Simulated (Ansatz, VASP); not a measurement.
Two plane-wave programs on TaAs

```
Ta As
1.0
     3.52450    0.00000    0.00000
    -1.76225    3.05231    0.00000
     0.00000    0.00000    3.39517
Ta As
1 1
Direct
  0.33333 0.66667 0.50000
  0.00000 0.00000 0.00000
```

Alike in both runs: task single point; functional PBE; k mesh 6 × 6 × 6; occupations gaussian, width 0.1 eV; no spin polarisation.

|  | VASP | Ansatz |
| --- | --- | --- |
| version | VASP 6.6.1 | Ansatz 0.2.0 |
| potentials or method | VASP PAW PBE potentials, release 64 (Ta_pv, As) | scalar-relativistic, plane waves, PAW |
| plane-wave cutoff (eV) | 520 | 420 |
| valence electrons in the cell | 16 | 28 |

Ansatz gave:

- gap on the k mesh at the Fermi level (eV): none
- pressure (GPa): -4.4
- largest component of the traceless stress (GPa): 4.32

Problem. Estimate VASP's values.

Solution. gap on the k mesh at the Fermi level (eV): none; pressure (GPa): -4.0; largest component of the traceless stress (GPa): 4.37.

A gap of «none» marks a metal or a gap that the smearing closes. With one functional, cell and mesh, what is left measures potentials, basis and numerics. The two sets of potentials don't hold the same shells in valence.

Spin-orbit coupling is left out, which matters for the levels of Ta.
